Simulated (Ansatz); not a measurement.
Band gaps on a Γ-centred 6×6×6 mesh, computed with PBE with spin–orbit coupling in Ansatz (plane waves, PAW datasets (generated hard set); cutoff 700 eV), no spin polarisation.

Rank by gap, smallest first.
A. NaI (rock salt, a = 6.530 Å)
B. CuI (zinc blende, a = 6.090 Å)
C. KBr (rock salt, a = 6.700 Å)
D. ZnSe (zinc blende, a = 5.740 Å)
E. TlCl (CsCl, a = 3.900 Å)
F. Si (diamond, a = 5.470 Å)

F (0.73 eV), B (0.93 eV), D (1.01 eV), E (1.80 eV), A (3.24 eV), C (4.16 eV).

A gap read on the mesh is an upper bound of this method's gap, since the mesh can miss a band edge. Semilocal functionals give gaps that mostly lie well below measured ones.
